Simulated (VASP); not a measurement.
A run of VASP 6.6.1 is set up as follows.

run.py

```python
from ase.calculators.vasp import Vasp
from ase.dft.dos import DOS
from ase.io import read

atoms = read('Be.cif', primitive_cell=True, subtrans_included=False)
calc = Vasp(
    directory='calc',
    xc='vdw-df2',
    pp='PBE',
    setups='recommended',
    prec='Accurate',
    encut=520,
    ediff=1e-07,
    ismear=-1,
    sigma=0.1,
    lreal=False,
    lasph=True,
    nelm=60,
    algo='Fast',
    isif=2,
    lwave=False,
    lcharg=False,
    lorbit=11,
    imix=1,
    amix=0.4,
    kpts=[12, 12, 12],
    gamma=False,
    nbands=2,
)
atoms.calc = calc

print('energy (eV):', atoms.get_potential_energy())
print('free energy (eV):', atoms.get_potential_energy(force_consistent=True))
print('forces (eV/A):')
print(atoms.get_forces())
print('stress (eV/A^3, Voigt):', atoms.get_stress())
print('Fermi level (eV):', calc.get_fermi_level())
dos = DOS(calc, width=0.1, window=(-10, 10), npts=301)
print('E - E_F (eV), DOS (1/eV)')
for e, g in zip(dos.get_energies(), dos.get_dos()):
    print(f'{e:8.3f} {g:10.4f}')
```

Be.cif

```cif
data_Be
_cell_length_a 2.17396000
_cell_length_b 2.17396000
_cell_length_c 2.17396000
_cell_angle_alpha 90.00000000
_cell_angle_beta 90.00000000
_cell_angle_gamma 90.00000000
_space_group_name_H-M_alt 'Pm-3m'
_space_group_name_Hall '-P 4 2 3'
_space_group_IT_number 221
loop_
_space_group_symop_operation_xyz
'x,y,z'
'-x,-y,-z'
'-y,x,z'
'y,-x,-z'
'-x,-y,z'
'x,y,-z'
'y,-x,z'
'-y,x,-z'
'x,-y,-z'
'-x,y,z'
'-y,-x,-z'
'y,x,z'
'-x,y,-z'
'x,-y,z'
'y,x,-z'
'-y,-x,z'
'z,x,y'
'-z,-x,-y'
'z,-y,x'
'-z,y,-x'
'z,-x,-y'
'-z,x,y'
'z,y,-x'
'-z,-y,x'
'-z,x,-y'
'z,-x,y'
'-z,-y,-x'
'z,y,x'
'-z,-x,y'
'z,x,-y'
'-z,y,x'
'z,-y,-x'
'y,z,x'
'-y,-z,-x'
'x,z,-y'
'-x,-z,y'
'-y,z,-x'
'y,-z,x'
'-x,z,y'
'x,-z,-y'
'-y,-z,x'
'y,z,-x'
'-x,-z,-y'
'x,z,y'
'y,-z,-x'
'-y,z,x'
'x,-z,y'
'-x,z,-y'
loop_
_atom_site_label
_atom_site_type_symbol
_atom_site_symmetry_multiplicity
_atom_site_Wyckoff_symbol
_atom_site_fract_x
_atom_site_fract_y
_atom_site_fract_z
_atom_site_occupancy
Be1 Be 1 a 0.0000000000 0.0000000000 0.0000000000 1
```

Potentials or basis: VASP PAW PBE potentials, release 64 (Be).

Command:

```bash
$ python run.py
```

Problem. Predict the pressure.

Solution. 0.1 GPa.

States per cell in windows of 1 eV (zero at the Fermi level; states under -8 eV left out):
| from (eV) | total | Be1_p | Be1_s | Be1_d |
| --- | --- | --- | --- | --- |
| -8.0 | 0.15 | 0.02 | 0.06 | 0.00 |
| -7.0 | 0.17 | 0.03 | 0.05 | 0.00 |
| -6.0 | 0.23 | 0.05 | 0.06 | 0.00 |
| -5.0 | 0.24 | 0.07 | 0.04 | 0.00 |
| -4.0 | 0.27 | 0.09 | 0.04 | 0.00 |
| -3.0 | 0.23 | 0.08 | 0.03 | 0.00 |
| -2.0 | 0.24 | 0.08 | 0.05 | 0.00 |
| -1.0 | 0.33 | 0.10 | 0.08 | 0.00 |
| 0.0 | 0.39 | 0.17 | 0.06 | 0.00 |
| 1.0 | 0.52 | 0.24 | 0.06 | 0.00 |
| 2.0 | 0.31 | 0.16 | 0.02 | 0.00 |
| 3.0 | 0.36 | 0.19 | 0.02 | 0.00 |
| 4.0 | 0.16 | 0.09 | 0.01 | 0.00 |
| 5.0 | 0.05 | 0.03 | 0.00 | 0.00 |
| 6.0 | 0.14 | 0.07 | 0.01 | 0.00 |
| 7.0 | 0.01 | 0.00 | 0.00 | 0.00 |

Caveat: the PAW data sets were made with another functional, which shifts forces and pressure a little.
